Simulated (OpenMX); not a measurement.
The system is Pd.

```
CELL_PARAMETERS angstrom
2.78367 0.00000 0.00000
-1.39183 2.41072 0.00000
0.00000 0.00000 4.62889
ATOMIC_POSITIONS crystal
Pd 0.33333 0.66667 0.25000
Pd 0.66667 0.33333 0.75000
```

This isn't the form of Pd at room conditions, which is fcc.

Program: OpenMX 3.8.5. Alike in all runs: task single point; potentials or basis OpenMX 2013 PBE set, Pd7.0-s3p2d2, grid cutoff 400 Ry; no spin polarisation; cell as given; k mesh 9 × 9 × 5; smearing fermi-dirac 0.05 eV.

Q: Order these runs on this cell by their pressure, lowest first.
A. level PBE+D4
B. level PBE
C. level PBE+D3

A: C (-4.8 GPa), A (-2.3 GPa), B (2.3 GPa).

Caveats: the basis of atomic orbitals isn't converged, which shifts pressures, moduli and gaps; pairwise dispersion overbinds metals, which lowers pressure and volume (some runs).
